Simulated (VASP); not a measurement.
NiO, 4 atoms in the cell. Symmetry: Pm-3m, No. 221, cubic system. Conventional cell: a = 2.505 Å, b = 2.505 Å, c = 2.505 Å, α = 90.00°, β = 90.00°, γ = 90.00°. Around Ni (site symmetry m-3m) lie 8 O at 2.17 Å. O (site symmetry m-3m) is surrounded by 8 Ni at 2.17 Å. Measurements of this composition are mostly on another form, of space group No. 225.

| Item | Value |
| --- | --- |
| Program | VASP 6.6.1 |
| Task | single point |
| Functional | LDA |
| Potentials or basis | VASP PAW LDA potentials, release 64 (Ni, O) |
| Cutoff | 520 eV |
| k mesh | 7 × 7 × 7 |
| Occupations | fermi-dirac, width 0.05 eV |
| Spin | collinear spin, ferrimagnetic start |
| Starting moments | [1.0, -0.5, 0.0, 0.0] μB |
| Hubbard terms | Ni d U = 6 eV |
| Supercell matrix | [0, 1, 1, 1, 0, 1, 1, 1, 0] |
| Further INCAR settings | ALGO = Normal; EDIFF = 1e-07 |

Potentials or basis: VASP PAW LDA potentials, release 64 (Ni, O).

Launch:

```console
$ cat potpaw_LDA.64/Ni/POTCAR potpaw_LDA.64/O/POTCAR > POTCAR
$ mpirun -np 1 vasp_std > vasp.out
```

Hardware: 1 thread of Intel(R) Xeon(R) Platinum 8375C CPU @ 2.90GHz (Ice Lake) (shared host).

Q: Estimate the wall time of this run.

A: Wall time 28 s on 1 thread of Intel(R) Xeon(R) Platinum 8375C CPU @ 2.90GHz (Ice Lake), with other jobs on the host, peak memory 0.15 GiB. Counts: scf iterations 18, k points 20.
